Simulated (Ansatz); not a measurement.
Here is an Ansatz 0.2.0 calculation.

input.yaml

```yaml
crystal:
  lattice:
    - [0.0, 2.5450727058, 2.5450727058]
    - [2.5450727058, 0.0, 2.5450727058]
    - [2.5450727058, 2.5450727058, 0.0]
  atoms:
    - { symbol: Zr, position: [0.0, 0.0, 0.0] }
    - { symbol: O, position: [0.75, 0.75, 0.75] }
    - { symbol: O, position: [0.25, 0.25, 0.25] }
hamiltonian:
  xc: pbesol
  pseudopotentials: { kind: paw }
kpoints:
  mp_grid: { grid: [9, 9, 9] }
  band_path:
    path:
      - [[0.0, 0.0, 0.0], [0.5, 0.0, 0.5], [0.5, 0.25, 0.75], [0.375, 0.375, 0.75], [0.0, 0.0, 0.0], [0.5, 0.5, 0.5], [0.625, 0.25, 0.625], [0.5, 0.25, 0.75], [0.5, 0.5, 0.5], [0.375, 0.375, 0.75]]
      - [[0.625, 0.25, 0.625], [0.5, 0.0, 0.5]]
    npoints: 14
scf:
  occupations: { method: fermi_dirac, width: 0.05 }
  n_extra_bands: 7
output:
  forces: true
  stress: true
  eigenvalues: true
  fatbands: false
```

Potentials or basis: Ansatz PAW.

Command:

```bash
$ ansatz run input.yaml --threads 2 --pin off --max-ram 5120MiB --backend cpu --events-out ev --progress --plain --runs-dir out
```

Problem. What does it give for the pressure?

Solution. -3.8 GPa.

Problem. What does it give for the band gap along the path?

Solution. 3.29 eV, indirect (least direct gap 3.71 eV).

Levels at the corners of the path, in eV from the valence-band top:
```tsv
point	band 10	band 11	band 12	band 13	band 14	band 15
Γ	-0.54	-0.54	-0.54	3.29	3.29	6.37
X	-1.52	-1.52	0.00	3.71	4.70	5.82
W	-2.40	-1.39	-0.20	4.38	4.53	6.28
K	-2.23	-1.22	-0.34	3.96	4.70	6.15
Γ	-0.54	-0.54	-0.54	3.29	3.29	6.37
L	-2.51	-1.66	-1.66	3.94	3.94	6.08
U	-2.23	-1.22	-0.34	3.96	4.70	6.15
W	-2.40	-1.39	-0.20	4.38	4.53	6.28
L	-2.51	-1.66	-1.66	3.94	3.94	6.08
K	-2.23	-1.22	-0.34	3.96	4.70	6.15
U	-2.23	-1.22	-0.34	3.96	4.70	6.15
X	-1.52	-1.52	0.00	3.71	4.70	5.82
```

Caveat: the k mesh misses the band edges, so the gap on the mesh is wider than the one along the path; the pressure holds a Pulay correction of +0.7 GPa for the finite cutoff; the PAW data sets come from PBE, with cores solved anew for the run's functional, which leaves a small shift of forces and pressure.
